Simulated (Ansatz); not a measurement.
**Co under changes of volume**

One of the cells (10.886 Å³/atom); the others are scaled copies at fixed shape and fractional positions:

```
CELL_PARAMETERS angstrom
2.48736 0.00000 0.00000
-1.24368 2.15412 0.00000
0.00000 0.00000 4.06329
ATOMIC_POSITIONS crystal
Co 0.33333 0.66667 0.74014
Co 0.66667 0.33333 0.25986
```

```yaml
Program: Ansatz 0.2.0
Functional: r2SCAN
Potentials_or_basis: Ansatz PAW
Cutoff: "500 eV (not typed: the program's choice for these potentials)"
k_mesh: 12 × 12 × 7
Occupations: fermi-dirac, width 0.05 eV
Spin: collinear spin, ferromagnetic start
Starting_moments: "[2.0, 2.0] μB"
```

| volume (Å³/atom) | energy over the lowest point (meV/atom) | pressure (GPa) | moment (μB per cell) | largest force (eV/Å) |
| --- | --- | --- | --- | --- |
| 10.233 | 17.28 | 11.6 | 3.52 | 0.407 |
| 10.450 | 5.08 | 6.1 | 3.55 | 0.329 |
| 10.668 | 0.00 | 1.1 | 3.58 | 0.258 |
| 10.886 | 1.53 | -3.5 | 3.59 | 0.193 |
| 11.103 | ? | ? | ? | ? |
| 11.321 | 21.78 | -11.2 | 3.60 | 0.078 |
| 11.539 | 39.21 | -14.3 | 3.61 | 0.028 |

Question: What does the run at 11.103 Å³/atom give?

Answer: Energy over the lowest point 9.00 meV/atom; pressure -7.5 GPa; moment 3.60 μB per cell; largest force 0.133 eV/Å.

Worked out: A Birch-Murnaghan fit of order 3 (a polynomial in V^(-2/3)) to the other rows has its minimum at 10.72 Å³/atom with B0 = V·E''(V) = 231 GPa and B' = 4.3 at fixed shape and positions, which overstates the stiffness. It gives 8.99 meV/atom at 11.103 Å³/atom, against the run's 9.00, and -dE/dV = -7.5 GPa, against -7.5. A parabola through the other rows of the moment, of slope 0.0364 μB per Å³/atom there, gives 3.60 μB, against the run's 3.60.

Energies are extrapolated to zero smearing.

Caveats: the magnetic or orbital state may not be the lowest; the PAW data sets come from PBE, with cores solved anew for the run's functional, which leaves a small shift of forces and pressure.
